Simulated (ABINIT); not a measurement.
# ZnSe (Stilleite) (F-43m) in ABINIT: further runs, part 3 of 3

ABINIT 10.8.3 (patched build). The steps go on from the part before.

### 5 Single point, LDA

run.abi reads:

```
pp_dirpath "./"
pseudos "Se.LDA_PW-JTH.xml, Zn.LDA_PW-JTH.xml"

acell 7.5732633804 7.5732633804 7.5732633804
rprim
     0.0000000000     0.7071067812     0.7071067812
     0.7071067812     0.0000000000     0.7071067812
     0.7071067812     0.7071067812     0.0000000000
ntypat 2
znucl 34 30
natom 2
typat 1 2
xcart
     8.0326588379     8.0326588379     8.0326588379
     0.0000000000     0.0000000000     0.0000000000

ecut 20.0
pawecutdg 40.0

kptopt 1
ngkpt 10 10 10
nshiftk 1
shiftk 0.0 0.0 0.0

ixc 7

nband 13
occopt 3
tsmear 0.05 eV

nstep 100
tolvrs 1.0e-9

iomode 3
prtwf 0
prtden 0
prteig 0
prtebands 0
enunit 1
```

Potentials or basis: JTH PAW LDA v2.0.

Run with:

```console
> abinit run.abi > log 2>&1
```

run.abo:

```text
.Version 10.8.3 of ABINIT
 Symmetries : space group F-4 3 m (#216); Bravais cF (face-center cubic)
================================================================================
 Values of the parameters that define the memory need of the present run
     intxc =       0    ionmov =       0      iscf =      17    lmnmax =      18
     lnmax =       6     mgfft =      32  mpssoang =       3    mqgrid =    3001
     natom =       2  nloc_mem =       2    nspden =       1   nspinor =       1
    nsppol =       1      nsym =      24    n1xccc =       1    ntypat =       2
    occopt =       3   xclevel =       1
       mpw =        1328          nfft =       32768          nkpt =          47
 PAW method is used; the additional fine FFT grid is defined by:
   mgfftf=        45    nfftf =     91125
================================================================================
================================================================================

--------------------------------------------------------------------------------
------------- Echo of variables that govern the present computation ------------
--------------------------------------------------------------------------------
 -outvars: echo values of preprocessed input variables --------
            acell      7.5732633804E+00  7.5732633804E+00  7.5732633804E+00 Bohr
              amu      7.89600000E+01  6.53900000E+01
             ecut      2.00000000E+01 Hartree
           enunit           1
              ixc           7
         kptrlatt       10    0    0      0   10    0      0    0   10
          kptrlen      7.57326338E+01
            natom           2
            nband          13
            ngfft          32      32      32
          ngfftdg          45      45      45
             nkpt          47
            nstep         100
             nsym          24
           ntypat           2
           occopt           3
        pawecutdg      4.00000000E+01 Hartree
           prtden           0
        prtebands           0
           prteig           0
            prtwf           0
            rprim      0.0000000000E+00  7.0710678120E-01  7.0710678120E-01
                       7.0710678120E-01  0.0000000000E+00  7.0710678120E-01
                       7.0710678120E-01  7.0710678120E-01  0.0000000000E+00
          spgroup         216
           tolvrs      1.00000000E-09
           tsmear      1.83746611E-03 Hartree
            typat      1  2
           useylm           1
           xangst      4.2506999971E+00  4.2506999971E+00  4.2506999971E+00
                      -1.2790924538E-10 -1.2790924538E-10 -1.2790924538E-10
            xcart      8.0326588379E+00  8.0326588379E+00  8.0326588379E+00
                      -2.4171344274E-10 -2.4171344274E-10 -2.4171344274E-10
             xred      7.4999999998E-01  7.4999999998E-01  7.4999999998E-01
                      -2.2568502622E-11 -2.2568502622E-11 -2.2568502622E-11
            znucl       34.00000   30.00000

================================================================================

 chkinp: Checking input parameters for consistency.

================================================================================
== DATASET  1 ==================================================================

--- !DatasetInfo
iteration_state: {dtset: 1, }
dimensions: {natom: 2, nkpt: 47, mband: 13, nsppol: 1, nspinor: 1, nspden: 1, mpw: 1328, }
cutoff_energies: {ecut:  20.0, pawecutdg:  40.0, }
electrons: {nelect:   1.80000000E+01, charge:   0.00000000E+00, occopt:   3.00000000E+00, tsmear:   1.83746611E-03, }
meta: {optdriver: 0, ionmov: 0, optcell: 0, iscf: 17, paral_kgb: 0, }
...

 Exchange-correlation functional for the present dataset will be:
  LDA: Perdew-Wang 92 LSD fit to Ceperley-Alder data - ixc=7
  J.P.Perdew and Y.Wang, PRB 45, 13244 (1992)

[... 87 lines left out ...]
- [  1.25945432E-04,   0.00000000E+00,   0.00000000E+00, ]
- [  0.00000000E+00,   1.25945432E-04,   0.00000000E+00, ]
- [  0.00000000E+00,   0.00000000E+00,   1.25945432E-04, ]
pressure_GPa:  -3.7054E+00
xred      :
- [  7.5000E-01,   7.5000E-01,   7.5000E-01, Se]
- [ -2.2569E-11,  -2.2569E-11,  -2.2569E-11, Zn]
cartesian_forces: # hartree/bohr
- [ -0.00000000E+00,  -0.00000000E+00,  -0.00000000E+00, ]
- [ -0.00000000E+00,  -0.00000000E+00,  -0.00000000E+00, ]
force_length_stats: {min:   0.00000000E+00, max:   0.00000000E+00, mean:   0.00000000E+00, }
...

 Integrated electronic density in atomic spheres:
 ------------------------------------------------
 Atom  Sphere_radius  Integrated_density
    1        2.21132          4.01602863
    2        2.30770         10.78656116

================================================================================

 ----iterations are completed or convergence reached----

 Mean square residual over all n,k,spin=   11.759E-08; max=  35.592E-06
 reduced coordinates (array xred) for    2 atoms
       0.749999999977      0.749999999977      0.749999999977
      -0.000000000023     -0.000000000023     -0.000000000023
 rms dE/dt=  0.0000E+00; max dE/dt=  0.0000E+00; dE/dt below (all hartree)
    1       0.000000000000      0.000000000000      0.000000000000
    2       0.000000000000      0.000000000000      0.000000000000

 cartesian coordinates (angstrom) at end:
    1      4.25069999709153     4.25069999709153     4.25069999709153
    2     -0.00000000012791    -0.00000000012791    -0.00000000012791

 cartesian forces (hartree/bohr) at end:
    1     -0.00000000000000    -0.00000000000000    -0.00000000000000
    2     -0.00000000000000    -0.00000000000000    -0.00000000000000
 frms,max,avg= 0.0000000E+00 0.0000000E+00   0.000E+00  0.000E+00  0.000E+00 h/b

 cartesian forces (eV/Angstrom) at end:
    1     -0.00000000000000    -0.00000000000000    -0.00000000000000
    2     -0.00000000000000    -0.00000000000000    -0.00000000000000
 frms,max,avg= 0.0000000E+00 0.0000000E+00   0.000E+00  0.000E+00  0.000E+00 e/A
 length scales=  7.573263380400  7.573263380400  7.573263380400 bohr
              =  4.007598390355  4.007598390355  4.007598390355 angstroms
 Fermi (or HOMO) energy (eV) =   2.93766   Average Vxc (eV)=  -9.51884
 Eigenvalues (   eV  ) for nkpt=  47  k points:
 kpt#   1, nband= 13, wtk=  0.00100, kpt=  0.0000  0.0000  0.0000 (reduced coord)
 -10.94568   -4.27827   -4.27827   -4.27827   -3.91678   -3.91678    2.37575    2.37575
   2.37575    3.40878    8.09102    8.09102    8.09102
 prteigrs : prtvol=0 or 1, do not print more k-points.

--- !EnergyTerms
iteration_state     : {dtset: 1, }
comment             : Components of total free energy in Hartree
kinetic             :  1.00415557205680E+01
hartree             :  2.21459063841705E+01
xc                  : -8.04935029567252E+00
Ewald energy        : -4.39185504442274E+01
psp_core            :  2.23151795352846E+00
local_psp           : -7.59661099037558E+01
PAW spherical_terms :  1.92722550171523E+01
internal            : -7.42427755682364E+01
'-kT*entropy'       : -7.08554132253233E-09
total_energy        : -7.42427755753220E+01
total_energy_eV     : -2.02024884215377E+03
...

--- !EnergyTermsDC
iteration_state     : {dtset: 1, }
comment             : '"Double-counting" decomposition of free energy'
band_energy         : -2.26170281151725E+00
Ewald energy        : -4.39185504442274E+01
psp_core            :  2.23151795352846E+00
xc_dc               : -2.44276987901606E+01
PAW spherical_terms : -5.86633989572895E+00
internal            : -7.42427739881058E+01
'-kT*entropy'       : -7.08554132253233E-09
total_energy_dc     : -7.42427739951913E+01
total_energy_dc_eV  : -2.02024879915623E+03
...

--- !EnergyTermsWithPAWCore
iteration_state     : {dtset: 1, }
comment             : 'Components of total free energy, including PAW core contributions'
Total energy        : -4.22037926885387E+03
Total energy DC     : -4.22037926727374E+03
Total energy (eV)   : -1.14842370389314E+05
Total energy DC (eV): -1.14842370346316E+05
...

 Cartesian components of stress tensor (hartree/bohr^3)
  sigma(1 1)=  1.25945432E-04  sigma(3 2)=  0.00000000E+00
  sigma(2 2)=  1.25945432E-04  sigma(3 1)=  0.00000000E+00
  sigma(3 3)=  1.25945432E-04  sigma(2 1)=  0.00000000E+00

-Cartesian components of stress tensor (GPa)         [Pressure= -3.7054E+00 GPa]
- sigma(1 1)=  3.70544254E+00  sigma(3 2)=  0.00000000E+00
- sigma(2 2)=  3.70544254E+00  sigma(3 1)=  0.00000000E+00
- sigma(3 3)=  3.70544254E+00  sigma(2 1)=  0.00000000E+00

== END DATASET(S) ==============================================================
================================================================================

 -outvars: echo values of variables after computation  --------
            acell      7.5732633804E+00  7.5732633804E+00  7.5732633804E+00 Bohr
           etotal     -7.4242773995E+01
            fcart     -0.0000000000E+00 -0.0000000000E+00 -0.0000000000E+00
                      -0.0000000000E+00 -0.0000000000E+00 -0.0000000000E+00
            rprim      0.0000000000E+00  7.0710678120E-01  7.0710678120E-01
                       7.0710678120E-01  0.0000000000E+00  7.0710678120E-01
                       7.0710678120E-01  7.0710678120E-01  0.0000000000E+00
           strten      1.2594543210E-04  1.2594543210E-04  1.2594543210E-04
                       0.0000000000E+00  0.0000000000E+00  0.0000000000E+00
           xangst      4.2506999971E+00  4.2506999971E+00  4.2506999971E+00
                      -1.2790924538E-10 -1.2790924538E-10 -1.2790924538E-10
             xred      7.4999999998E-01  7.4999999998E-01  7.4999999998E-01
                      -2.2568502622E-11 -2.2568502622E-11 -2.2568502622E-11
 Calculation completed.
```

Run time: 30 s. Hardware: 1 thread of Arm Neoverse V2, shared host; peak memory 0.12 GiB.

Results:

* Free energy: -2020.2488 eV
* Band gap on the k mesh: 1.03 eV, direct
* Valence electrons inside the program's atomic spheres: Se 4.02; Zn 10.79

Caveat: the cutoff is too short for stress, so the log's stress isn't used.

### 6 The runs side by side

```tsv
level	potentials or basis	k mesh	cutoff (eV)	fine-grid cutoff	gap on the mesh (eV)	pressure (GPa)
PBE	JTH PAW PBE v2.0	6 × 6 × 6	544	1088.46 eV	1.29	-
r2SCAN	JTH PAW PBE v2.0	10 × 10 × 10	653	1251.72 eV	1.85	-0.1
r2SCAN	JTH PAW PBE v2.0	5 × 5 × 5	653	1251.72 eV	1.85	0.0
LDA	JTH PAW LDA v2.0	10 × 10 × 10	544	1088.46 eV	1.03	-
```

Alike in all rows: task single point; no spin polarisation; cell as given; smearing fermi-dirac 0.05 eV.

Caveats: totals of a meta-GGA on PAW files have another zero than those of a GGA (some runs); the PAW data sets were made with another functional, which shifts forces and pressure a little (some runs).

Total energies depend on the potentials used, so only differences within one code and one set of settings carry meaning.

### 7 How close it comes

Step 2. Measured gap of ZnSe: 2.695 eV (an exciton energy, a little under the gap; 300 K; “Alloy Disordering Effects on the Thermal Conductivity and Energy Gap Temperature Dependence of Cd1−xZnxSe Ternary Crystals Grown by the Bridgman Method”, 2023, pmc:10253836). This calculation gives 1.29 eV (-1.41 eV). So large a miss can be the level of theory's own, or it may mean another phase, state or a wrong row. Spin-orbit coupling on Se is left out. The value is that of PBE, without temperature or zero-point motion. Semilocal functionals fall short of measured gaps as a rule.

Step 3. A measured gap of ZnSe is 2.695 eV (an exciton energy, a little under the gap; 300 K; “Alloy Disordering Effects on the Thermal Conductivity and Energy Gap Temperature Dependence of Cd1−xZnxSe Ternary Crystals Grown by the Bridgman Method”, 2023, pmc:10253836); the calculated 1.85 eV misses it by -0.84 eV. Spin-orbit coupling on Se is left out. The value is that of r2SCAN, without temperature or zero-point motion.

Step 4. A measured gap of ZnSe is 2.695 eV (an exciton energy, a little under the gap; 300 K; “Alloy Disordering Effects on the Thermal Conductivity and Energy Gap Temperature Dependence of Cd1−xZnxSe Ternary Crystals Grown by the Bridgman Method”, 2023, pmc:10253836); the calculated 1.85 eV misses it by -0.84 eV. Spin-orbit coupling on Se is left out. The value is that of r2SCAN, without temperature or zero-point motion.

Step 5. A measured gap of ZnSe is 2.695 eV (an exciton energy, a little under the gap; 300 K; “Alloy Disordering Effects on the Thermal Conductivity and Energy Gap Temperature Dependence of Cd1−xZnxSe Ternary Crystals Grown by the Bridgman Method”, 2023, pmc:10253836); the calculated 1.03 eV misses it by -1.66 eV. So large a miss can be the level of theory's own, or it may mean another phase, state or a wrong row. Spin-orbit coupling on Se is left out. The value is that of LDA, without temperature or zero-point motion. Semilocal functionals fall short of measured gaps as a rule.
